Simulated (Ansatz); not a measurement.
# Ti2O (P-3m1) in Ansatz: further runs

One crystal, Ti2O, is run at these levels: PBEsol; tasks: relaxation of cell and atoms.

Program: Ansatz 0.2.0. These are calculated values, not measurements. Logs are shortened: lines on timing, memory, paths and dates and some standing lists are left out, and cuts for length are marked.

## 1. Starting point

It takes space group P-3m1 (No. 164, trigonal). Conventional cell: a = 2.919 Å, b = 2.919 Å, c = 4.713 Å, α = 90.00°, β = 90.00°, γ = 120.00°. Ti (site symmetry 3m) has 3 O at 2.14 Å as nearest neighbours. O (site symmetry -3m) is surrounded by 6 Ti at 2.14 Å.

## 2. Relaxation of cell and atoms, PBEsol, target pressure 20 GPa, at which the enthalpy is minimised

Contents of input.yaml:

```yaml
crystal:
  lattice:
    - [2.9194, 0.0, 0.0]
    - [-1.4597, 2.5282745638, 0.0]
    - [0.0, 0.0, 4.713]
  atoms:
    - { symbol: Ti, position: [0.3333333333, 0.6666666667, 0.72126] }
    - { symbol: Ti, position: [0.6666666667, 0.3333333333, 0.27874] }
    - { symbol: O, position: [0.0, 0.0, 0.0] }
hamiltonian:
  xc: pbesol
  pseudopotentials: { kind: paw }
kpoints:
  mp_grid: { grid: [10, 10, 6] }
scf:
  occupations: { method: fermi_dirac, width: 0.05 }
output:
  forces: true
  stress: true
  eigenvalues: true
relax:
  f_tol: 0.01
  max_steps: 40
  cell: { stress_tol: 0.05, p_target: 20.0 }
```

Potentials or basis: Ansatz PAW.

Started as:

```sh
ansatz run input.yaml --threads 2 --pin off --max-ram 5632MiB --backend cpu --events-out ev --progress --plain --runs-dir out
```

What it wrote:

```text
Warning: RAYON_NUM_THREADS=2 ignored (pool sized by the plan → 2); use --threads N
Engine: ansatz 0.2.0, x86_64-unknown-linux-gnu
Pseudopotentials: kind: paw
Pseudopotential: Ti, paw, valence charge 12, recommended cutoff 420 eV (normal), Ti.paw.azcp
Pseudopotential: O, paw, valence charge 6, recommended cutoff 420 eV (normal), O.paw.azcp
Functional definition: PBEsol
  exchange = pbesol_x
  correlation = pbesol_c
Crystal: 3 atoms, lattice volume = 34.787 Å³
Basis set: ecut = 420 eV, 687 PW (Γ), exchange–correlation on 40×40×64 points (8 copies of the dense FFT grid, shifted against one another)
Bands: 19, of which v1, the nominal top of the filled ones, is band 15 counted from 1 (14 counted from 0)
Symmetry: 12 space group operations
Space group: P-3m1 (ITA 164), of the structure as read, at distance tolerance 3.3e-5 Å
k-points: 72 of 600
Non-local potential: Ti, projectors of the file, l = 0: 3, l = 1: 2, l = 2: 3, l = 3: 1
Non-local potential: O, projectors of the file, l = 0: 2, l = 1: 2, l = 2: 1
PAW form: soft (Blöchl's): semilocal exchange-correlation on the pseudo side does not see the compensation charge
PAW frozen core: Ti, regenerated for the run's functional, and the local potential with it (the file was generated under x = pbe(κ = 0.804, μ = 0.2195149727645171), c = pbe(β = 0.06672455060314922))
PAW frozen core: O, regenerated for the run's functional, and the local potential with it (the file was generated under x = pbe(κ = 0.804, μ = 0.2195149727645171), c = pbe(β = 0.06672455060314922))
PAW one-centre angular grid: Ti, 590 points (default); XC on 64 Gauss nodes
PAW one-centre angular grid: O, 110 points (default); XC on 64 Gauss nodes
Initial density: superposition of atomic densities (neutral atoms: chi_scale 0, normalization atom), corrected by the library's trained network
Initial wavefunctions: pseudopotential atomic-orbital guess
Functional: x = pbesol(κ = 0.804, μ = 0.12345679012345678), c = pbesol(β = 0.046)
SCF iter   1: F=—  HF=-5511.743044 eV  |F-HF|=—  |Δ(HF+E_count)|=         —  Δρ=1.37e-2  dr2=6.63e-2  ethr=1.77e-3  ⟨swp⟩=4.2  Hψ=5126  notcnv=0
preconditioner: auto → none  [metal: Δε(μ)=0.059 eV  Ē_g=8.074 eV  σ=0.050 eV  W_gap=0.29  n_scr=8 (ndim 8)  ℏωp=23.6 eV  f_vac=0.000  D(μ)=0.84/eV (n_scr^D=2)  sad-step TF]
SCF iter   2: F=—  HF=-5511.731171 eV  |F-HF|=—  |Δ(HF+E_count)|=   1.19e-2  Δρ=6.49e-3  dr2=2.14e-2  ethr=2.21e-4  ⟨swp⟩=2.0  Hψ=2212  notcnv=0
SCF iter   3: F=—  HF=-5511.726555 eV  |F-HF|=—  |Δ(HF+E_count)|=   4.62e-3  Δρ=1.51e-3  dr2=1.34e-3  ethr=7.12e-5  ⟨swp⟩=2.0  Hψ=2097  notcnv=0
SCF iter   4: F=—  HF=-5511.726215 eV  |F-HF|=—  |Δ(HF+E_count)|=   3.40e-4  Δρ=4.14e-4  dr2=4.85e-5  ethr=4.48e-6  ⟨swp⟩=2.0  Hψ=2138  notcnv=0
SCF iter   5: F=—  HF=-5511.726194 eV  |F-HF|=—  |Δ(HF+E_count)|=   2.11e-5  Δρ=1.36e-4  dr2=5.39e-6  ethr=1.62e-7  ⟨swp⟩=2.0  Hψ=2122  notcnv=0
SCF iter   6: F=-5511.726194 eV  HF=-5511.726194 eV  |F-HF|=1.46e-7  |Δ(HF+E_count)|=   2.98e-7  Δρ=2.90e-5  dr2=8.11e-8  ethr=3.33e-10  ⟨swp⟩=3.1  Hψ=5976  notcnv=0
SCF 1 converged in 6 iterations: F = -5511.726194 eV  dr2 = 8.11e-8
relax step   1: F+E_penalty+E_count = -5511.72619379 eV  Δ(F+E_penalty+E_count) = +0.000e0 eV  max|allowed force component| = 1.329e0 eV/Å  Δτ_max = 0.0000 Å  P = +4.438 GPa  Ω = 34.787 Å³  (6 SCF iters, dr2 threshold 1.00e-7 eV, accepted)
Crystal: 3 atoms, lattice volume = 32.620 Å³
[... 105 lines left out ...]
relax step   9: F+E_penalty+E_count = -5511.65896778 eV  Δ(F+E_penalty+E_count) = +6.040e-5 eV  max|allowed force component| = 9.828e-5 eV/Å  Δτ_max = 0.0000 Å  P = +19.998 GPa  Ω = 32.772 Å³  stress off target by 1.95e-3 GPa  SCF on the basis re-selected at this cell (its energy is not comparable with the rows above)  (8 SCF iters)
basis re-selected at this cell: Δ(F+E_penalty+E_count) = +6.040e-5 eV, ΔP = -0.002 GPa vs the last step (what re-selecting the basis moved, of the pressure what is left beyond the Pulay correction that the steps carried, after the strain that the cell walked since its last selection, with what the two solves' SCF thresholds leave and, on support functions, any second-order correction that the steps lacked; it is no measure of the basis error at this ecutwfc). This SCF's stress stands 1.95e-3 GPa from its target on what of the cell is left free (relax.cell.stress_tol is 5.00e-2 GPa) and its largest allowed force component is 9.83e-5 eV/Å (relax.f_tol is 1.00e-2 eV/Å): within both
SCF converged after 8 iterations
Free energy (F): -5511.658968 eV
Harris-Foulkes:  -5511.658968 eV  (|F-HF|=9.09e-13)
Internal energy: -5511.651495 eV  (E = F + TS)
E sigma→0 (E₀):  -5511.655231 eV
Entropy (-TS):   -0.007473 eV (-2.491 meV/atom)
Fermi energy:    17.091044 eV
--- Per-component energies (eV) ---
  E_band       = -207.021067
  E_kinetic    = 731.302485
  E_local      = -1626.267325  (includes V_loc(G=0)·N_el)
  E_nonlocal   = 66.209708
  E_hartree    = 671.066398
  E_xc         = -270.791524
  E_vxc        = -342.668688  (∫ρ·V_xc dr)
  E_paw        = -2198.249979  (= ΣΔE_a)
  E_vpaw       = -377.732704  (= ΣTr[D̂ρ^β])
  E_aug_tail   = 0.002661  (compensation charges beyond the density's cutoff)
  E_ewald      = -2885.237976
  E_core_change = 0.314057  (= ΣΔE_core)
  E_smearing   = -0.007473  (= −TS)
  E_closure    = -0.000000  (closes the sum)
  Σ components = -5511.658968   (vs F -5511.658968, Δ=0.00e0)
--- Forces (eV/Å), atoms counted from 1 ---
  atom   1  Ti     0.00000000    -0.00000000     0.00009828
  atom   2  Ti     0.00000000     0.00000000    -0.00009828
  atom   3  O     -0.00000000    -0.00000000     0.00000000
  max |Σ_I F_I| component: 4.63e-18 eV/Å
--- Stress (GPa, compression-positive) ---
       19.998048      -0.000000       0.000000
       -0.000000      19.998048       0.000000
        0.000000       0.000000      19.999125
  P = ⅓ Tr σ = 19.9984 GPa (199.984 kbar)
--- Band table (eV; the first three rows and the last of 72) ---
  k-point 0: bands = ["-39.6775", "-39.4789", "-16.6565", "-15.6979", "-15.6979", "-15.5820", "-15.5820", "-15.5731", "-4.4346", "8.8258", "10.5033", "10.5033", "13.5393", "17.0318", "17.3003", "17.7161", "17.7161", "18.3265", "18.3265"]
  k-point 1: bands = ["-39.6657", "-39.4911", "-16.5889", "-15.6925", "-15.6925", "-15.6515", "-15.5874", "-15.5874", "-4.4102", "8.7221", "10.4819", "10.4819", "13.8411", "16.5557", "17.5852", "17.5852", "17.8040", "18.2717", "18.2717"]
  k-point 2: bands = ["-39.6349", "-39.5227", "-16.4010", "-15.8608", "-15.6797", "-15.6797", "-15.6003", "-15.6003", "-4.3613", "8.5325", "10.4401", "10.4401", "14.5742", "16.0185", "17.3106", "17.3106", "18.3207", "18.8250", "18.8250"]
  k-point 71: bands = ["-39.4600", "-39.4520", "-16.3586", "-16.3249", "-16.1408", "-16.1319", "-15.7109", "-15.6987", "-3.9144", "8.7185", "9.1021", "9.6927", "15.6321", "16.3210", "16.3367", "18.1309", "18.2235", "19.0536", "20.1812"]
--- Relaxed structure (7 steps of the walk, 7 accepted, 2 SCFs on fresh bases) ---
  F+E_penalty+E_count = -5511.65896778 eV   max|allowed force component| = 9.828e-5 eV/Å   (the final SCF, on the basis selected at the relaxed cell)
  cell:  # Å, volume = 32.7719 Å³
    - [2.8644318575675562, 2.75580814271414e-33, -1.5063752924799173e-17]
    - [-1.4322159287837781, 2.480670756062953, 7.531876462399587e-18]
    - [-2.4318513233779167e-17, -4.3591127198637595e-33, 4.612043403168883]
  atoms:
    - { symbol: Ti, position: [0.3333333333333333, 0.6666666666666666, 0.7339603795790982] }
    - { symbol: Ti, position: [0.6666666666666666, 0.3333333333333333, 0.26603962042090185] }
    - { symbol: O, position: [-1.1285012095682218e-34, 2.2746899757212557e-35, 5.990755691734212e-23] }
```

Run time: 30 s. Hardware: 2 threads of Intel Xeon at 2.50GHz (Skylake/Cascade Lake), shared host; peak memory 0.39 GiB.

Results:

```yaml
Free_energy: -5511.6590 eV
Relaxed_volume: 10.92 Å³/atom
Relaxed_cell: a = 2.864 Å, b = 2.864 Å, c = 4.612 Å, α = 90.00°, β = 90.00°, γ = 120.00°
Space_group_after_relaxing_to_0.05_Å: P-3m1 (No. 164)
Energy_change_on_relaxing_the_enthalpy_is_what_falls: +22.4 meV/atom
Ionic_steps: 9
Pressure_after_relaxing: 20.0 GPa
Band_gap_on_the_k_mesh: none (metal or under the smearing width)
```

Step by step:
| step | energy change (eV) | largest force (eV/Å) | volume (Å³) |
| --- | --- | --- | --- |
| 1 | 0.0000 | 1.3294 | 34.79 |
| 2 | 0.1292 | 0.3435 | 32.62 |
| 3 | 0.0761 | 0.3062 | 32.74 |
| 4 | 0.0409 | 0.0424 | 32.98 |
| 5 | 0.0646 | 0.0035 | 32.77 |
| 6 | 0.0609 | 0.0013 | 32.79 |
| 7 | 0.0644 | 0.0022 | 32.79 |
| 8 | 0.0672 | 0.0001 | 32.77 |
| 9 | 0.0672 | 0.0001 | 32.77 |

Final structure:
```
CELL_PARAMETERS angstrom
2.86443 0.00000 0.00000
-1.43222 2.48067 0.00000
0.00000 0.00000 4.61204
ATOMIC_POSITIONS crystal
Ti 0.33333 0.66667 0.73396
Ti 0.66667 0.33333 0.26604
O 0.00000 0.00000 0.00000
```

Caveat: the plane-wave basis is chosen anew once the cell has moved, so the energies of steps on either side of that aren't comparable; the pressure holds a Pulay correction of +0.4 GPa for the finite cutoff; semilocal functionals often make such compounds metallic where correlation or magnetic order opens a gap, which also shifts bond lengths; the PAW data sets come from PBE, with cores solved anew for the run's functional, which leaves a small shift of forces and pressure.

## 3. Relaxation of cell and atoms, PBEsol, target pressure 30 GPa, at which the enthalpy is minimised

input.yaml: that of step 2 with these lines changed.

```diff
@@ -23,2 +23,2 @@
   max_steps: 40
-  cell: { stress_tol: 0.05, p_target: 20.0 }
+  cell: { stress_tol: 0.05, p_target: 30.0 }
```

Potentials or basis: Ansatz PAW.

Started as:

```sh
ansatz run input.yaml --threads 2 --pin off --max-ram 5632MiB --backend cpu --events-out ev --progress --plain --runs-dir out
```

It took 29 s on 2 threads of Intel Xeon at 2.50GHz (Skylake/Cascade Lake), shared host; peak memory 0.39 GiB.

It converged, with:

- Free energy: -5511.4903 eV
- Relaxed volume: 10.56 Å³/atom
- Relaxed cell: a = 2.830 Å, b = 2.830 Å, c = 4.570 Å, α = 90.00°, β = 90.00°, γ = 120.00°
- Space group after relaxing (to 0.05 Å): P-3m1 (No. 164)
- Energy change on relaxing (the enthalpy is what falls): +78.6 meV/atom
- Ionic steps: 9
- Pressure after relaxing: 30.0 GPa
- Band gap on the k mesh: none (metal or under the smearing width)

Step by step:
```csv
step,energy change (eV),largest force (eV/Å),volume (Å³)
1,0.0000,1.3294,34.79
2,0.3776,0.7569,31.21
3,0.2342,0.3916,31.72
4,0.2189,0.0110,31.75
5,0.2295,0.0223,31.69
6,0.2264,0.0014,31.71
7,0.2311,0.0028,31.71
8,0.2358,0.0003,31.69
9,0.2359,0.0002,31.69
```

Final structure:
```
Ti O
1.0
     2.82958    0.00000    0.00000
    -1.41479    2.45049    0.00000
     0.00000    0.00000    4.56961
Ti O
2 1
Cartesian
  0.0000 1.6337 3.3479
  1.4148 0.8168 1.2217
  0.0000 0.0000 0.0000
```

Levels at points of the mesh, in eV from the Fermi level:
| k point | band 11 | band 12 | band 13 | band 14 | band 15 | band 16 | band 17 | band 18 | band 19 |
| --- | --- | --- | --- | --- | --- | --- | --- | --- | --- |
| (0.00, 0.00, 0.00) | -6.67 | -6.67 | -3.49 | -0.08 | 0.22 | 0.65 | 0.65 | 1.32 | 1.32 |
| (0.00, 0.00, -0.50) | -6.76 | -6.76 | -1.89 | -1.53 | 0.12 | 0.12 | 1.54 | 2.38 | 2.38 |
| (0.00, -0.50, 0.00) | -7.62 | -7.14 | -3.14 | -1.34 | -0.30 | 1.45 | 2.14 | 3.45 | 3.55 |
| (0.00, -0.50, -0.50) | -7.65 | -7.02 | -1.84 | -1.30 | -0.50 | -0.30 | 1.21 | 3.29 | 3.56 |

Caveat: the plane-wave basis is chosen anew once the cell has moved, so the energies of steps on either side of that aren't comparable; the pressure holds a Pulay correction of +0.4 GPa for the finite cutoff; semilocal functionals often make such compounds metallic where correlation or magnetic order opens a gap, which also shifts bond lengths; the PAW data sets come from PBE, with cores solved anew for the run's functional, which leaves a small shift of forces and pressure.
